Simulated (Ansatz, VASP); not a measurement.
## Two plane-wave programs on GaAs

Contents of INCAR:

```
SYSTEM = GaAs
PREC     = Accurate       ! precision mode
ENCUT    = 520            ! plane-wave cutoff, eV
EDIFF    = 1E-7           ! SCF threshold, eV
ISMEAR   = 0              ! smearing method
SIGMA    = 0.05           ! smearing width, eV
LREAL    = .FALSE.        ! projectors in reciprocal space
LASPH    = .TRUE.         ! aspherical terms in the spheres
NELM     = 100            ! most SCF steps
ALGO     = Normal         ! electronic algorithm
ISIF     = 2              ! what is computed and relaxed
LWAVE    = .FALSE.        ! write WAVECAR
LCHARG   = .FALSE.        ! write CHGCAR
GGA      = RE             ! functional
NBANDS   = 16             ! bands
```

Contents of KPOINTS:

```
Automatic mesh
0
G
  8 8 8
  0 0 0
```

Contents of POSCAR:

```
GaAs
1.0
    0.0000000000      2.9312990866      2.9312990866
    2.9312990866      0.0000000000      2.9312990866
    2.9312990866      2.9312990866      0.0000000000
Ga As
1 1
Direct
    0.0000000000      0.0000000000      0.0000000000
    0.7500000000      0.7500000000      0.7500000000
```

Input for Ansatz:

```yaml
crystal:
  lattice:
    - [0.0, 2.9312990866, 2.9312990866]
    - [2.9312990866, 0.0, 2.9312990866]
    - [2.9312990866, 2.9312990866, 0.0]
  atoms:
    - { symbol: Ga, position: [0.0, 0.0, 0.0] }
    - { symbol: As, position: [0.75, 0.75, 0.75] }
basis:
  ecutwfc: 420
  ecutrho_ratio: 4
kpoints:
  mp_grid: { grid: [8, 8, 8] }
hamiltonian:
  xc: revpbe
scf:
  occupations: { method: gaussian, width: 0.05 }
output:
  forces: true
  stress: true
  eigenvalues: true
```

Alike in both runs: task single point; functional revPBE; k mesh 8 × 8 × 8; occupations gaussian, width 0.05 eV; no spin polarisation.

|  | VASP | Ansatz |
| --- | --- | --- |
| version | VASP 6.6.1 | Ansatz 0.2.0 |
| potentials or method | VASP PAW PBE potentials, release 64 (Ga_d, As) | scalar-relativistic, plane waves, PAW |
| plane-wave cutoff (eV) | 520 | 420 |
| valence electrons in the cell | 18 | 28 |

```csv
,VASP,Ansatz,Ansatz less VASP
gap on the k mesh at the Fermi level (eV),none,none,-
pressure (GPa),-1.8,-2.0,-0.13
```

A gap of «none» marks a metal or a gap that the smearing closes. The two sets of potentials don't hold the same shells in valence.

Caveats: the PAW data sets were made with another functional, which shifts forces and pressure a little (VASP).
